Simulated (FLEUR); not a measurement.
# W (Fm-3m) in FLEUR: notebook, part 2 of 2

FLEUR MaX-R8.1 (patched build s14).

### Step 4. Band structure, PBEsol (volume scaled by 0.92)

inp.xml

```xml
<?xml version="1.0" encoding="UTF-8" standalone="no"?>
<fleurInput fleurInputVersion="0.39">
   <comment>
      W                                                                                                   
   </comment>
   <calculationSetup>
      <cutoffs Kmax="3.8" Gmax="11.8" GmaxXC="11.8" numbands="0"/>
      <scfLoop itmax="60" minDistance="0.00001" maxIterBroyd="15" imix="Anderson" alpha="0.05" precondParam="0.0" spinf="2.0"/>
      <coreElectrons ctail="T" frcor="F" kcrel="0" coretail_lmax="0"/>
      <xcFunctional name="PBEs" relativisticCorrections="F"/>
      <magnetism jspins="1"/>
      <soc l_soc="F" theta="0.0" phi="0.0" spav="F"/>
      <expertModes spex="0" secvar="F"/>
      <geometryOptimization l_f="F" forcealpha="1.0" forcemix="BFGS" epsdisp="0.00001" epsforce="0.00001"/>
      <ldaU l_linMix="F" mixParam="0.05" spinf="1.0"/>
   </calculationSetup>
   <cell>
      <bzIntegration valenceElectrons="28.0" mode="hist" fermiSmearingEnergy="0.00183747">
         <kPointListSelection listName="default-1"/>
         <!-- k-points included here -->
         <xi:include xmlns:xi="http://www.w3.org/2001/XInclude" href="kpts.xml"> </xi:include>
      </bzIntegration>
      <!-- symmetry operations included here -->
      <xi:include xmlns:xi="http://www.w3.org/2001/XInclude" href="sym.xml"> </xi:include>
      <bulkLattice scale="1.0">
         <bravaisMatrix>
            <row-1>    0.0000000000000000     3.7309908221557593     3.7309908221557593</row-1>
            <row-2>    3.7309908221557593     0.0000000000000000     3.7309908221557593</row-2>
            <row-3>    3.7309908221557593     3.7309908221557593     0.0000000000000000</row-3>
         </bravaisMatrix>
      </bulkLattice>
   </cell>
   <atomSpecies>
      <species name="Tungsten (W)" element="W" atomicNumber="74">
         <mtSphere radius="2.44" gridPoints="807" logIncrement="0.016"/>
         <atomicCutoffs lmax="10" lnonsphr="8"/>
         <electronConfig flipSpins="F">
            <coreConfig>(1s1/2) (2s1/2) (2p1/2) (2p3/2) (3s1/2) (3p1/2) (3p3/2) (4s1/2) (3d3/2) (3d5/2) (4p1/2) (4p3/2) (4d3/2) (4d5/2)</coreConfig>
            <valenceConfig>(5s1/2) (5p1/2) (5p3/2) (6s1/2) (4f5/2) (4f7/2) (5d3/2) (5d5/2)</valenceConfig>
            <stateOccupation state="(5d3/2)" spinUp="0.800000" spinDown="0.800000"/>
            <stateOccupation state="(5d5/2)" spinUp="1.200000" spinDown="1.200000"/>
         </electronConfig>
         <energyParameters s="6" p="6" d="5" f="4"/>
         <lo type="SCLO" l="0" n="5" eDeriv="0"/>
         <lo type="SCLO" l="1" n="5" eDeriv="0"/>
         <lo type="SCLO" l="2" n="5" eDeriv="2"/>
         <lo type="SCLO" l="3" n="4" eDeriv="2"/>
      </species>
   </atomSpecies>
   <atomGroups>
      <atomGroup species="Tungsten (W)">
         <relPos label="                   1">.0000000000 .0000000000 .0000000000</relPos>
         <force calculate="T" relaxXYZ="TTT"/>
      </atomGroup>
   </atomGroups>
   <output dos="F" band="F" slice="F">
      <checks vchk="F" cdinf="F"/>
      <bandDOS minEnergy="-.5*Htr" maxEnergy="0.5*Htr" sigma="0.015" storeEVData="T"/>
      <vacuumDOS vacdos="F" integ="F" star="F" nstars="0" locx1="0.0" locy1="0.0" locx2="0.0" locy2="0.0" nstm="0" tworkf="0.0"/>
      <unfoldingBand unfoldBand="F" supercellX="1" supercellY="1" supercellZ="1"/>
      <plotting iplot="0" polar="F">
         <plot TwoD="T" vec1="  1.0  0.0  0.0" vec2="  0.0  1.0  0.0" vec3="  0.0  0.0  1.0" zero="  0.0  0.0  0.0" file="plot"/>
      </plotting>
      <chargeDensitySlicing numkpt="0" minEigenval="0.0" maxEigenval="0.0" nnne="0" pallst="F"/>
      <specialOutput eonly="F"/>
      <magneticCircularDichroism mcd="F" energyLo="-10.0" energyUp="0.0"/>
   </output>
  <!-- We include the file relax.xml here to enable relaxations (see documentation) -->
  <xi:include xmlns:xi="http://www.w3.org/2001/XInclude" href="relax.xml"> <xi:fallback/> </xi:include>
</fleurInput>
```

crystal.txt

```
W
&input cartesian=F /
0.0000000000  1.9743553172  1.9743553172
1.9743553172  0.0000000000  1.9743553172
1.9743553172  1.9743553172  0.0000000000
1.8897261246
1.0 1.0 1.0

1
74 0.0000000000  0.0000000000  0.0000000000

&kpt div1=11 div2=11 div3=11 gamma=T /
```

inp.xml (bands)

```
<?xml version="1.0" encoding="UTF-8" standalone="no"?>
<fleurInput fleurInputVersion="0.39">
   <comment>
      W                                                                                                   
   </comment>
   <calculationSetup>
      <cutoffs Kmax="3.8" Gmax="11.8" GmaxXC="11.8" numbands="0"/>
      <scfLoop itmax="60" minDistance="0.00001" maxIterBroyd="15" imix="Anderson" alpha="0.05" precondParam="0.0" spinf="2.0"/>
      <coreElectrons ctail="T" frcor="F" kcrel="0" coretail_lmax="0"/>
      <xcFunctional name="PBEs" relativisticCorrections="F"/>
      <magnetism jspins="1"/>
      <soc l_soc="F" theta="0.0" phi="0.0" spav="F"/>
      <expertModes spex="0" secvar="F"/>
      <geometryOptimization l_f="F" forcealpha="1.0" forcemix="BFGS" epsdisp="0.00001" epsforce="0.00001"/>
      <ldaU l_linMix="F" mixParam="0.05" spinf="1.0"/>
   </calculationSetup>
   <cell>
      <bzIntegration valenceElectrons="28.0" mode="hist" fermiSmearingEnergy="0.00183747">
         <kPointListSelection listName="path-1"/>
         <!-- k-points included here -->
         <xi:include xmlns:xi="http://www.w3.org/2001/XInclude" href="kpts.xml"> </xi:include>
      </bzIntegration>
      <!-- symmetry operations included here -->
      <xi:include xmlns:xi="http://www.w3.org/2001/XInclude" href="sym.xml"> </xi:include>
      <bulkLattice scale="1.0">
         <bravaisMatrix>
            <row-1>    0.0000000000000000     3.7309908221557593     3.7309908221557593</row-1>
            <row-2>    3.7309908221557593     0.0000000000000000     3.7309908221557593</row-2>
            <row-3>    3.7309908221557593     3.7309908221557593     0.0000000000000000</row-3>
         </bravaisMatrix>
      </bulkLattice>
   </cell>
   <atomSpecies>
      <species name="Tungsten (W)" element="W" atomicNumber="74">
         <mtSphere radius="2.44" gridPoints="807" logIncrement="0.016"/>
         <atomicCutoffs lmax="10" lnonsphr="8"/>
         <electronConfig flipSpins="F">
            <coreConfig>(1s1/2) (2s1/2) (2p1/2) (2p3/2) (3s1/2) (3p1/2) (3p3/2) (4s1/2) (3d3/2) (3d5/2) (4p1/2) (4p3/2) (4d3/2) (4d5/2)</coreConfig>
            <valenceConfig>(5s1/2) (5p1/2) (5p3/2) (6s1/2) (4f5/2) (4f7/2) (5d3/2) (5d5/2)</valenceConfig>
            <stateOccupation state="(5d3/2)" spinUp="0.800000" spinDown="0.800000"/>
            <stateOccupation state="(5d5/2)" spinUp="1.200000" spinDown="1.200000"/>
         </electronConfig>
         <energyParameters s="6" p="6" d="5" f="4"/>
         <lo type="SCLO" l="0" n="5" eDeriv="0"/>
         <lo type="SCLO" l="1" n="5" eDeriv="0"/>
         <lo type="SCLO" l="2" n="5" eDeriv="2"/>
         <lo type="SCLO" l="3" n="4" eDeriv="2"/>
      </species>
   </atomSpecies>
   <atomGroups>
      <atomGroup species="Tungsten (W)">
         <relPos label="                   1">.0000000000 .0000000000 .0000000000</relPos>
         <force calculate="T" relaxXYZ="TTT"/>
      </atomGroup>
   </atomGroups>
   <output dos="F" band="T" slice="F">
      <checks vchk="F" cdinf="F"/>
      <bandDOS minEnergy="-.5*Htr" maxEnergy="0.5*Htr" sigma="0.015" storeEVData="T"/>
      <vacuumDOS vacdos="F" integ="F" star="F" nstars="0" locx1="0.0" locy1="0.0" locx2="0.0" locy2="0.0" nstm="0" tworkf="0.0"/>
      <unfoldingBand unfoldBand="F" supercellX="1" supercellY="1" supercellZ="1"/>
      <plotting iplot="0" polar="F">
         <plot TwoD="T" vec1="  1.0  0.0  0.0" vec2="  0.0  1.0  0.0" vec3="  0.0  0.0  1.0" zero="  0.0  0.0  0.0" file="plot"/>
      </plotting>
      <chargeDensitySlicing numkpt="0" minEigenval="0.0" maxEigenval="0.0" nnne="0" pallst="F"/>
      <specialOutput eonly="F"/>
      <magneticCircularDichroism mcd="F" energyLo="-10.0" energyUp="0.0"/>
   </output>
  <!-- We include the file relax.xml here to enable relaxations (see documentation) -->
  <xi:include xmlns:xi="http://www.w3.org/2001/XInclude" href="relax.xml"> <xi:fallback/> </xi:include>
</fleurInput>
```

Potentials or basis: all-electron, FLAPW.

The run is started by

```bash
> inpgen -f crystal.txt -profile fastHighL
> # inp.xml edited to the form shown
> fleur
> fleur   # second run, on inp.xml (bands)
```

Output:

```text
Welcome to FLEUR        (www.flapw.de)
      MaX-Release 8.1          (www.max-centre.eu)

 ========== k-point set info ==========
 Selected k-point list: default-1
 k-point list type: mesh
 11 x 11 x 11
 Number of k points: 56

 ------------Calculation Setup---------------------------
 Number of OMP-threads    :            1
 Number of basis functions:          141
 Approximate size of matrices (H+S) per k-point:         0.000 GB
 --------------------------------------------------------
 Iteration:     1   Distance:      13.46198768 me/bohr^3
 Iteration:     2   Distance:      12.24632337 me/bohr^3
 Iteration:     3   Distance:       5.90825361 me/bohr^3
 Iteration:     4   Distance:       1.45117026 me/bohr^3
 Iteration:     5   Distance:       1.34917871 me/bohr^3
 Iteration:     6   Distance:       0.20693891 me/bohr^3
 Iteration:     7   Distance:       0.13166411 me/bohr^3
 Iteration:     8   Distance:       0.01762840 me/bohr^3
 Iteration:     9   Distance:       0.00651515 me/bohr^3
 Iteration:    10   Distance:       0.00194992 me/bohr^3
 Iteration:    11   Distance:       0.00004641 me/bohr^3
 Iteration:    12   Distance:       0.00005987 me/bohr^3
 Iteration:    13   Distance:       0.00000639 me/bohr^3

 ********************************************************************
 Run finished successfully
 Stop message:
   all done
 ********************************************************************
```

output (bands):

```text
Welcome to FLEUR        (www.flapw.de)
      MaX-Release 8.1          (www.max-centre.eu)

 ========== k-point set info ==========
 Selected k-point list: path-1
 k-point list type: path
 Number of k points: 60

 ------------Calculation Setup---------------------------
 Number of OMP-threads    :            1
 Number of basis functions:          141
 Approximate size of matrices (H+S) per k-point:         0.000 GB
 --------------------------------------------------------
 Fermi energy correction for metals:
 Fermi energy in bands.* files may not be consistent with last density.
 Please correct it manually (e.g. in band.gnu file).

 Note: Band structure data (together with different weights) is also stored in the banddos.hdf file.
       A convenient way of extracting and plotting the data from that file is by making use of the

 ********************************************************************
 Run finished successfully
 Stop message:
   Charge density postprocessing done.
 ********************************************************************
```

out.xml (last iteration):

```text
<iteration numberForCurrentRun="   13" overallNumber="   13">
         <energyParameters units="Htr">
            <atomicEP atomType="1" spin="1" branch="6s" branchLowest="-2.06" branchHighest="2.36" value="0.3706673007"/>
            <atomicEP atomType="1" spin="1" branch="6p" branchLowest="-0.69" branchHighest="3.33" value="0.5058588949"/>
            <atomicEP atomType="1" spin="1" branch="5d" branchLowest="-7.92" branchHighest="1.08" value="0.5298656122"/>
            <atomicEP atomType="1" spin="1" branch="4f" branchLowest="-9.99" branchHighest="-0.40" value="-0.3673525410"/>
[... 78 lines left out ...]
            </atomTypeDependentContributions>
            <tkbTimesEntropy value="0.0002995443"/>
            <freeEnergy value="-16161.3855703921"/>
            <extrapolationTo0K value="-16161.3854206199"/>
         </totalEnergy>
         <densityConvergence units="me/bohr^3">
            <chargeDensity spin="1" distance="0.0000063927"/>
         </densityConvergence>
      </iteration>
```

Run time: 8.7 s. Hardware: 1 thread of AMD EPYC 7B13 (Zen 3), shared host; peak memory 0.09 GiB.

What came out:

* Free energy: -439773.7050 eV
* Band gap along the path: none (metal or under the smearing width)
* Valence electrons inside the program's atomic spheres: W 25.93 (radii W 2.44 bohr)

Levels at the corners of the path, in eV from the Fermi level:
| point | band 12 | band 13 | band 14 | band 15 | band 16 | band 17 |
| --- | --- | --- | --- | --- | --- | --- |
| Γ | -9.27 | -0.61 | -0.61 | -0.61 | 2.81 | 2.81 |
| X | -5.91 | -4.89 | 3.54 | 5.52 | 6.38 | 6.38 |
| W | -4.01 | -2.08 | -2.08 | 1.39 | 6.39 | 11.15 |
| K | -4.70 | -3.46 | 0.03 | 2.86 | 5.12 | 8.26 |
| Γ | -9.27 | -0.61 | -0.61 | -0.61 | 2.81 | 2.81 |
| L | -5.91 | -0.87 | -0.87 | 0.94 | 5.56 | 5.56 |
| U | -4.70 | -3.46 | 0.03 | 2.86 | 5.12 | 8.26 |
| W | -4.01 | -2.08 | -2.08 | 1.39 | 6.39 | 11.15 |
| L | -5.91 | -0.87 | -0.87 | 0.94 | 5.56 | 5.56 |
| K | -4.70 | -3.46 | 0.03 | 2.86 | 5.12 | 8.26 |
| U | -4.70 | -3.46 | 0.03 | 2.86 | 5.12 | 8.26 |
| X | -5.91 | -4.89 | 3.54 | 5.52 | 6.38 | 6.38 |

Core levels (eV from the Fermi level):
```csv
atom,levels
1 W,"1s1/2 -69369.2, 2s1/2 -11960.6, 2p1/2 -11437.3, 2p3/2 -10085.2, 3s1/2 -2749.9, 3p1/2 -2517.0, 3p3/2 -2224.7, 4s1/2 -562.5, 3d3/2 -1832.6, 3d5/2 -1769.0, 4p1/2 -466.0, 4p3/2 -398.1, 4d3/2 -239.6, 4d5/2 -227.1"
```

Caveat: spin-orbit coupling is left out, which moves the levels of the heavy elements.
